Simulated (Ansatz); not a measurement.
# LiI with two functionals

Consider LiI in the rock salt structure (space group Fm-3m, No. 225; a = 6.019 Å).

(Cell as relaxed with PBE.)

Levels (all Ansatz, a first-principles code, PAW): PBE (420 eV, spin-orbit coupling left out); PBEsol (420 eV, scalar-relativistic without spin-orbit coupling).

Each level relaxes its own structure.

```tsv
quantity	PBE	PBEsol
volume per atom	27.26 Å³	…
lattice parameter a	6.019 Å	…
band gap	4.25 eV	…
gap character	indirect, K–Γ (79 % along) → Γ	…
electron mass	0.29 mₑ	…
```

**Question.** What does PBEsol give?

**Answer.** 
- volume per atom, PBEsol: 25.72 Å³
- lattice parameter a, PBEsol: 5.903 Å
- band gap, PBEsol: 4.31 eV
- gap character, PBEsol: indirect, K–Γ (73 % along) → X
- electron mass, PBEsol: 0.88 mₑ along k, 0.47 mₑ across

PBE's volume per atom lies 1.54 Å³ above PBEsol's (6.0 %); PBE's lattice parameter a lies 0.116 Å above PBEsol's (2.0 %); PBE's band gap lies 0.06 eV below PBEsol's; they disagree on the gap character. Neither level is exact; PBEsol is the comparison here, not a measurement.

With I present, leaving out spin-orbit coupling can change the band edges. Masses are band curvatures over ±0.01 Å⁻¹ around the edge. Along k means along the line from Γ to the band edge. Stability against distortions was not tested.
